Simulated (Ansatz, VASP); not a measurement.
## Two plane-wave programs on InP

INCAR

```
SYSTEM = InP
PREC = Accurate
ENCUT = 520
EDIFF = 1E-6
ISMEAR = 0
SIGMA = 0.15
LREAL = .False.
LASPH = .True.
NELM = 100
ALGO = Fast
ISIF = 2
LWAVE = .False.
LCHARG = .False.
GGA = PE
NBANDS = 16
```

File KPOINTS:

```
Automatic mesh
0
Gamma
  14 14 14
  0 0 0
```

File POSCAR:

```
InP
1.0
    0.0000000000      2.8550000000      2.8550000000
    2.8550000000      0.0000000000      2.8550000000
    2.8550000000      2.8550000000      0.0000000000
In P
1 1
Direct
   -0.0153239930     -0.0153239930      0.0153239930
    0.5000000000      0.5000000000      0.5000000000
```

Input for Ansatz:

```yaml
crystal:
  lattice:
    - [0.0, 2.855, 2.855]
    - [2.855, 0.0, 2.855]
    - [2.855, 2.855, 0.0]
  atoms:
    - { symbol: In, position: [-0.015323993, -0.015323993, 0.015323993] }
    - { symbol: P, position: [0.5, 0.5, 0.5] }
basis:
  ecutwfc: 420
kpoints:
  mp_grid: { grid: [14, 14, 14] }
hamiltonian:
  xc: pbe
scf:
  occupations: { method: gaussian, width: 0.15 }
output:
  forces: true
  stress: true
  eigenvalues: true
```

Change from the starting cell: all In atoms moved +0.087 Å, as atom 1 towards its neighbour atom 2 (P) at 2.855 Å.

Alike in both runs: task single point; functional PBE; k mesh 14 × 14 × 14; occupations gaussian, width 0.15 eV; no spin polarisation.

```csv
,VASP,Ansatz
version,VASP 6.6.1,Ansatz 0.2.0
potentials or method,"VASP PAW PBE potentials, release 64 (In_d, P)","scalar-relativistic, plane waves, PAW"
plane-wave cutoff (eV),520,420
valence electrons in the cell,18,18
```

VASP gave:

| Item | Value |
| --- | --- |
| gap on the k mesh at the Fermi level (eV) | none |
| pressure (GPa) | -5.2 |
| largest component of the traceless stress (GPa) | 0.43 |
| rms of the force components (eV/Å) | 0.047 |

**Question.** Estimate Ansatz's values.

**Answer.** gap on the k mesh at the Fermi level (eV): none; pressure (GPa): -5.1; largest component of the traceless stress (GPa): 0.43; rms of the force components (eV/Å): 0.046.

Atom by atom the forces differ by 0.001 eV/Å (rms over components). A gap of «none» marks a metal or a gap that the smearing closes.
